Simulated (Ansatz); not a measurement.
Ag (beta tin type) under strong compression

```
CELL_PARAMETERS angstrom
-2.66089 2.66089 1.39501
2.66089 -2.66089 1.39501
2.66089 2.66089 -1.39501
ATOMIC_POSITIONS crystal
Ag 0.62500 0.87500 0.75000
Ag 0.37500 0.12500 0.25000
```

The cell comes from a relaxation on PAW files under the same functional, begun from a prototype that needn't be the stable phase.

Its volume is scaled, and at each volume shape and atoms are relaxed on PAW files; all methods then take that cell.

Computed with Ansatz 0.2.0; functional PBE, scalar-relativistic. Settings: a Γ-centred 15×15×15 k mesh, Fermi–Dirac smearing of 0.1 eV, no spin polarisation. Methods: LAPW: all electrons, basis error target 1 meV/atom; PAW: frozen-core files, cutoff 420 eV; crystal datasets: all electrons, by PAW datasets that the program makes for each cell; norm-conserving: pseudopotentials, cutoff 960 eV; PAW (cutoff 1000 eV): frozen-core files, cutoff 1000 eV.

Energies are extrapolated to zero smearing and count from the unscaled cell; pressure is positive in compression; gaps take the mesh and a band path. No temperature or zero-point motion is included.

| V/V0 | V (Å³/atom) | P LAPW (GPa) | ΔE LAPW (eV/atom) | P PAW − LAPW (GPa) | ΔE PAW − LAPW (meV/atom) | space group | shortest distance (Å) |
| --- | --- | --- | --- | --- | --- | --- | --- |
| 1.00 | 19.75 | 0.00 | 0.000 | 0.00 | 0.0 | I4_1/amd | 2.751 |
| 0.90 | 17.78 | 10.49 | 0.057 | 0.00 | 0.1 | I4_1/amd | 2.653 |
| 0.80 | 15.80 | ? | ? | ? | ? | ? | ? |
| 0.70 | 13.83 | 71.9 | 0.903 | -0.02 | 0.0 | I4_1/amd | 2.436 |
| 0.60 | 11.85 | 156.8 | 2.248 | -0.06 | -0.4 | I4_1/amd | 2.313 |
| 0.50 | 9.88 | 345.4 | 5.183 | -0.15 | -1.6 | I4_1/amd | 2.176 |
| 0.40 | 7.90 | 809.6 | 11.852 | -0.04 | -3.3 | I4_1/amd | 2.020 |

Question: Fit the Vinet equation to the LAPW pressures shown (residuals weighted by 1/(|P| + 0.03·Pmax)), and predict the pressure of the withheld row.

Answer: The fit gives V0 = 19.79 Å³/atom, B0 = 68.6 GPa and B0′ = 6.27. At 15.80 Å³/atom, x = (V/V0)^(1/3) = 0.9277, and P = 3·B0·(1 − x)/x²·exp[1.5·(B0′ − 1)·(1 − x)] = 30.6 GPa. The run itself gave 31.0 GPa (-1.4 % off) and ΔE = 0.298 eV/atom.

Question: At the smallest volume, how far do crystal datasets and norm-conserving and PAW (cutoff 1000 eV) lie from LAPW in pressure?

Answer: crystal datasets: 0.00 GPa; norm-conserving: +0.66 GPa; PAW (cutoff 1000 eV): -0.34 GPa, on a LAPW pressure of 809.6 GPa.

Question: How do the Löwdin populations by LAPW change from the unscaled cell to the last row?

Answer: Ag 4s 1.99 → 1.94, Ag 5s 1.02 → 1.05, Ag 4d 9.88 → 9.84 electrons an atom. These are projections on the shells that the free atoms fill; 0.22 e a cell lies outside them at the start and 0.34 e at the end.
